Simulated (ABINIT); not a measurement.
# BN (Pnma) in ABINIT: band structure with LDA

Aim: the band structure of BN with LDA.

Program: ABINIT 10.8.3 (patched build). These are calculated values, not measurements. Logs are shortened: lines on timing, memory, paths and dates and some standing lists are left out, and cuts for length are marked. The log counts tension as positive stress, the text compression.

## (1) The structure

The structure is orthorhombic, space group Pnma (No. 62). Conventional cell: a = 4.880 Å, b = 2.591 Å, c = 4.292 Å, α = 90.00°, β = 90.00°, γ = 90.00°. N (site symmetry m) has 4 B at 1.51 to 1.65 Å as nearest neighbours. Around B (site symmetry m) lie 4 N at 1.51 to 1.65 Å.

Measurements of this composition are mostly on another form, of space group No. 194.

## (2) Band structure, LDA

Input file run.abi:

```
# Datasets: ground state, then fixed potential
ndtset 2

# Pseudopotentials
pp_dirpath "./"
pseudos "N.LDA_PW-JTH.xml, B.LDA_PW-JTH.xml"

# Structure
acell 9.2220316738 4.8971572218 8.1107971235
rprim
     1.0000000000     0.0000000000     0.0000000000
     0.0000000000     1.0000000000     0.0000000000
     0.0000000000     0.0000000000     1.0000000000
ntypat 2
znucl 7 5
natom 8
typat 1 1 1 1 2 2 2 2
xred
     0.3211300000     0.7500000000     0.1064860000
     0.6788700000     0.2500000000     0.8935140000
     0.1788700000     0.2500000000     0.6064860000
     0.8211300000     0.7500000000     0.3935140000
     0.3404130000     0.2500000000     0.9070960000
     0.1595870000     0.7500000000     0.4070960000
     0.8404130000     0.2500000000     0.5929040000
     0.6595870000     0.7500000000     0.0929040000
chkprim 0
chksymtnons 0
tolsym 1.0e-6

# Plane-wave basis
ecut 26.0
pawecutdg 48.0

# Exchange and correlation
ixc 7

# Bands and occupations
occopt 3
tsmear 0.05 eV

# SCF cycle
nstep 100

# Output
iomode 3
prtwf 0
prteig 0
prtebands 0
enunit 1
prtden1 1
prtvha1 1
prtvclmb1 1
prtpot1 1

# Dataset 1
kptopt1 1
ngkpt1 6 10 6
nshiftk1 1
shiftk1 0.0 0.0 0.0
nband1 21
tolvrs1 1.0e-9

# Dataset 2: bands along G-X-S-Y-G-Z-U-R-T-Z
iscf2 -2
getden2 1
nband2 27
nbdbuf2 4
tolwfr2 1.0e-11
kptopt2 -9
ndivsm2 5
prteig2 1
kptbounds2
     0.0000000000     0.0000000000     0.0000000000
     0.0000000000     0.5000000000     0.0000000000
     0.0000000000     0.5000000000     0.5000000000
     0.0000000000     0.0000000000     0.5000000000
     0.0000000000     0.0000000000     0.0000000000
     0.5000000000     0.0000000000     0.0000000000
     0.5000000000     0.5000000000     0.0000000000
     0.5000000000     0.5000000000     0.5000000000
     0.5000000000     0.0000000000     0.5000000000
     0.5000000000     0.0000000000     0.0000000000
```

Potentials or basis: JTH PAW LDA v2.0.

The run is started by

```console
$ abinit run.abi > log 2>&1
```

run.abo:

```text
.Version 10.8.3 of ABINIT
 DATASET    1 : space group Pn m a (# 62); Bravais oP (primitive ortho.)
================================================================================
 Values of the parameters that define the memory need for DATASET  1.
     intxc =       0    ionmov =       0      iscf =      17    lmnmax =       8
     lnmax =       4     mgfft =      45  mpssoang =       2    mqgrid =    3001
     natom =       8  nloc_mem =       2    nspden =       1   nspinor =       1
    nsppol =       1      nsym =       8    n1xccc =       1    ntypat =       2
    occopt =       3   xclevel =       1
       mpw =        2345          nfft =       43200          nkpt =          96
 PAW method is used; the additional fine FFT grid is defined by:
   mgfftf=        60    nfftf =    103680
================================================================================
================================================================================

 DATASET    2 : space group Pn m a (# 62); Bravais oP (primitive ortho.)
================================================================================
 Values of the parameters that define the memory need for DATASET  2.
     intxc =       0    ionmov =       0      iscf =      -2    lmnmax =       8
     lnmax =       4     mgfft =      45  mpssoang =       2    mqgrid =    3001
     natom =       8  nloc_mem =       2    nspden =       1   nspinor =       1
    nsppol =       1      nsym =       8    n1xccc =       1    ntypat =       2
    occopt =       3   xclevel =       1
       mpw =        2347          nfft =       43200          nkpt =          66
 PAW method is used; the additional fine FFT grid is defined by:
   mgfftf=        60    nfftf =    103680
================================================================================
================================================================================

--------------------------------------------------------------------------------
------------- Echo of variables that govern the present computation ------------
--------------------------------------------------------------------------------
 -outvars: echo values of preprocessed input variables --------
            acell      9.2220316738E+00  4.8971572218E+00  8.1107971235E+00 Bohr
              amu      1.40067400E+01  1.08110000E+01
          chkprim           0
      chksymtnons           0
             ecut      2.60000000E+01 Hartree
           enunit           1
           getden1          0
           getden2          1
[... 1089 lines left out ...]
    8      3.21884326105970     1.94359799867065     0.39874852002677
 length scales=  9.222031673800  4.897157221800  8.110797123500 bohr
              =  4.880088996690  2.591463998228  4.292048997102 angstroms
 Eigenvalues (   eV  ) for nkpt=  66  k points:
 kpt#   1, nband= 27, wtk=  1.00000, kpt=  0.0000  0.0000  0.0000 (reduced coord)
 -12.94168  -10.35411   -9.31375   -7.55102   -2.24264   -1.61704   -0.79656   -0.39356
   1.44304    1.96771    3.88376    4.07859    5.55076    6.18773    6.31628    6.51071
  12.96974   13.59883   14.49105   14.59661   15.33076   15.36242   15.40179   16.63267
  18.02979   18.67955   19.23391
 kpt#   2, nband= 27, wtk=  1.00000, kpt=  0.0000  0.0556  0.0000 (reduced coord)
 -12.89404  -10.31261   -9.27802   -7.53253   -2.20789   -1.60608   -0.76036   -0.35118
   1.24224    1.94393    3.65024    3.89183    5.52867    6.05855    6.34844    6.36047
  13.10196   13.85145   14.52064   14.63274   15.32270   15.58431   15.65411   16.51456
  18.08781   18.66566   19.12552
 kpt#   3, nband= 27, wtk=  1.00000, kpt=  0.0000  0.1111  0.0000 (reduced coord)
 -12.75155  -10.18918   -9.17263   -7.48420   -2.10729   -1.58926   -0.65569   -0.22496
   0.74740    1.80191    3.15310    3.38650    5.39997    5.59108    6.05527    6.39528
  13.35189   14.41963   14.51285   15.16178   15.49231   16.02570   16.14302   16.17419
  18.21718   18.47289   18.69069
 kpt#   4, nband= 27, wtk=  1.00000, kpt=  0.0000  0.1667  0.0000 (reduced coord)
 -12.51552   -9.98751   -9.00357   -7.42941   -1.95364   -1.62944   -0.49606   -0.01781
[... 299 lines left out ...]
 -11.97752  -11.97752   -8.24772   -8.24772   -2.40189   -2.40189    0.86543    0.86543
   2.26361    2.26361    3.39397    3.39397    5.46499    5.46499    5.58985    5.58985
  12.27265   12.27265   14.71857   14.71857   15.84456   15.84456   16.19635   16.19635
  17.96410   17.96410   21.00525
 kpt#  65, nband= 27, wtk=  1.00000, kpt=  0.5000  0.0000  0.0833 (reduced coord)
 -12.03717  -12.03717   -8.04931   -8.04931   -2.65566   -2.65566    0.82805    0.82805
   2.20507    2.20507    3.58471    3.58471    5.38136    5.38136    5.72500    5.72500
  12.34715   12.34715   14.70119   14.70119   15.87302   15.87302   15.88260   15.88260
  17.92370   17.92370   21.07217
 kpt#  66, nband= 27, wtk=  1.00000, kpt=  0.5000  0.0000  0.0000 (reduced coord)
 -12.05810  -12.05810   -7.97445   -7.97445   -2.74969   -2.74969    0.81048    0.81048
   2.18450    2.18450    3.67200    3.67200    5.33303    5.33303    5.77426    5.77426
  12.37790   12.37790   14.70058   14.70058   15.77374   15.77374   15.87236   15.87236
  17.91762   17.91762   21.07129

== END DATASET(S) ==============================================================
================================================================================

 -outvars: echo values of variables after computation  --------
            acell      9.2220316738E+00  4.8971572218E+00  8.1107971235E+00 Bohr
           etotal1    -5.1991766230E+01
            fcart1     2.5670136239E-03 -5.1547352523E-30 -2.6772348640E-04
                      -2.5670136239E-03  5.1547352523E-30  2.6772348640E-04
                      -2.5670136239E-03  1.0309470505E-29 -2.6772348640E-04
                       2.5670136239E-03 -1.0309470505E-29  2.6772348640E-04
                      -8.4504114910E-05 -6.4434190653E-31  2.7792552453E-04
                       8.4504114910E-05 -6.4434190653E-31  2.7792552453E-04
                      -8.4504114910E-05  6.4434190653E-31 -2.7792552453E-04
                       8.4504114910E-05  6.4434190653E-31 -2.7792552453E-04
           strten1     3.7088679585E-04  4.2464463269E-04  4.0262965628E-04
                       0.0000000000E+00  0.0000000000E+00  0.0000000000E+00
           xangst      1.5671429795E+00  1.9435979987E+00  4.5704312951E-01
                       3.3129460172E+00  6.4786599956E-01  3.8350058676E+00
                       8.7290151884E-01  6.4786599956E-01  2.6030676281E+00
                       4.0071874779E+00  1.9435979987E+00  1.6889813690E+00
                       1.6612457356E+00  6.4786599956E-01  3.8933004771E+00
                       7.7879876271E-01  1.9435979987E+00  1.7472759785E+00
                       4.1012902340E+00  6.4786599956E-01  2.5447730186E+00
                       3.2188432611E+00  1.9435979987E+00  3.9874852003E-01
             xred      3.2113000000E-01  7.5000000000E-01  1.0648600000E-01
                       6.7887000000E-01  2.5000000000E-01  8.9351400000E-01
                       1.7887000000E-01  2.5000000000E-01  6.0648600000E-01
                       8.2113000000E-01  7.5000000000E-01  3.9351400000E-01
                       3.4041300000E-01  2.5000000000E-01  9.0709600000E-01
                       1.5958700000E-01  7.5000000000E-01  4.0709600000E-01
                       8.4041300000E-01  2.5000000000E-01  5.9290400000E-01
                       6.5958700000E-01  7.5000000000E-01  9.2904000000E-02
 Calculation completed.
```

Wall time 3 min (1 thread of Arm Neoverse V2, shared host); peak memory 0.18 GiB.

Results:

* Free energy: -1414.7680 eV
* Pressure: -11.8 GPa
* Largest force: 0.133 eV/Å
* Band gap on the k mesh: 5.51 eV, indirect (least direct gap 6.10 eV)
* Band gap along the path: 5.62 eV, indirect (least direct gap 6.12 eV)

Forces in eV/Å, atoms in the order of the input:
```
N    0.132  0.000 -0.014
N   -0.132  0.000  0.014
N   -0.132  0.000 -0.014
N    0.132  0.000  0.014
B   -0.004  0.000  0.014
B    0.004  0.000  0.014
B   -0.004  0.000 -0.014
B    0.004  0.000 -0.014
```

Levels at the corners of the path, in eV from the valence-band top:
```
point  band 12  band 13  band 14  band 15  band 16  band 17  band 18  band 19  band 20  band 21
    Γ    -2.43    -0.96    -0.32    -0.19     0.00     6.46     7.09     7.98     8.09     8.82
    X    -4.81    -4.25    -4.25    -2.15    -2.15     6.10     6.10     8.32     8.32    10.97
    S    -5.51    -2.44    -2.44    -0.76    -0.76     8.08     8.08     8.09     8.09     9.43
    Y    -3.51    -1.46    -1.46    -1.37    -1.37     6.10     6.10     8.44     8.44     9.77
    Γ    -2.43    -0.96    -0.32    -0.19     0.00     6.46     7.09     7.98     8.09     8.82
    Z    -2.84    -1.18    -1.18    -0.74    -0.74     5.87     5.87     8.19     8.19     9.26
    U    -5.52    -2.78    -2.78    -2.78    -2.78     7.16     7.16     7.16     7.16    11.16
    R    -4.35    -2.68    -2.68    -2.68    -2.68     8.11     8.11     8.11     8.11     9.07
    T    -3.25    -1.50    -1.50    -1.26    -1.26     5.62     5.62     8.52     8.52     8.84
    Z    -2.84    -1.18    -1.18    -0.74    -0.74     5.87     5.87     8.19     8.19     9.26
```

Caveat: the atomic spheres overlap.
